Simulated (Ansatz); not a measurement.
# Ta: properties at the relaxed cell

An exercise on one series of results from a longer session: the logs are not shown, and one member is left open.

Method: DFT PBEsol, scalar-relativistic, plane waves, PAW, in Ansatz 0.2.0.

1 further run of the same task is left out (set aside as unsound or not needed).

## The structure to begin with

The structure is cubic, space group Im-3m (No. 229). The conventional cell has a = 3.281 Å, b = 3.281 Å, c = 3.281 Å, α = 90.00°, β = 90.00°, γ = 90.00°. Around Ta (site symmetry m-3m) lie 8 Ta at 2.84 Å.

Coordinates:

```cif
data_structure
_symmetry_space_group_name_H-M 'Im-3m'
_symmetry_Int_Tables_number 229
_cell_length_a 3.2805
_cell_length_b 3.2805
_cell_length_c 3.2805
_cell_angle_alpha 90.000
_cell_angle_beta 90.000
_cell_angle_gamma 90.000
_cell_volume 35.30
loop_
_atom_site_label
_atom_site_type_symbol
_atom_site_symmetry_multiplicity
_atom_site_Wyckoff_symbol
_atom_site_fract_x
_atom_site_fract_y
_atom_site_fract_z
_atom_site_occupancy
Ta1 Ta 2 a 0.00000 0.00000 0.00000 1
```

It is the result of an earlier relaxation at this level (volume 17.65 Å³/atom; gap on the mesh: none (metal)).

The first run:

The input, input.yaml:

```yaml
crystal:
  lattice:
    - [-1.6402597622, 1.6402597622, 1.6402597622]
    - [1.6402597622, -1.6402597622, 1.6402597622]
    - [1.6402597622, 1.6402597622, -1.6402597622]
  atoms:
    - { symbol: Ta, position: [0.0, 0.0, 0.0] }
basis:
  ecutwfc: 420
kpoints:
  mp_grid: { grid: [18, 18, 18] }
  band_path:
    path:
      - [[0.0, 0.0, 0.0], [0.5, -0.5, 0.5], [0.0, 0.0, 0.5], [0.0, 0.0, 0.0], [0.25, 0.25, 0.25], [0.5, -0.5, 0.5]]
      - [[0.25, 0.25, 0.25], [0.0, 0.0, 0.5]]
    npoints: 14
hamiltonian:
  xc: pbesol
scf:
  occupations: { method: gaussian, width: 0.1 }
  n_extra_bands: 6
output:
  forces: true
  stress: true
  eigenvalues: true
  populations: true
  dos: { projected: true, de: 0.02, nscf_kmesh: { grid: [27, 27, 27] } }
  bader: true
  write_density: true
  write_potential: true
  elf: true
  volumetric_format: npy
```

Started as:

```sh
ansatz run input.yaml --threads 1 --pin off --max-ram 2560MiB --backend cpu --events-out ev --progress --plain --runs-dir out
```

Among the steps run: Bands, states and charges; Point at V/V0 = 0.97; The cell scaled to 1.03 of its volume; Volume × 0.94; Volume × 1.06.

One table of the session follows, with a row left open; its other results are not shown here.

It belongs to the step «Fit of the equation of state». 

```
volume (Å³/atom)  energy above the lowest point (meV/atom)  pressure (GPa)
          16.593                                      45.3           14.58
          17.123                                         ?               ?
          17.652                                       0.0           -0.02
          18.182                                       9.9           -5.78
          18.711                                      37.5          -10.80
```

Estimate the missing values for volume (Å³/atom) = 17.123.

Worked estimate for «energy above the lowest point (meV/atom)». A straight line through the neighbours (16.593, 45.3) and (17.652, 0.0) gives 45.3 + (0.0 − 45.3) × (17.123 − 16.593) / (17.652 − 16.593) = 22.6; a parabola fitted to 3 rows on both sides gives 11.8.

**Answer.** energy above the lowest point (meV/atom): 10.5; pressure (GPa): 6.69. In «energy above the lowest point (meV/atom)» the line misses by +12.1 and the parabola by +1.3.
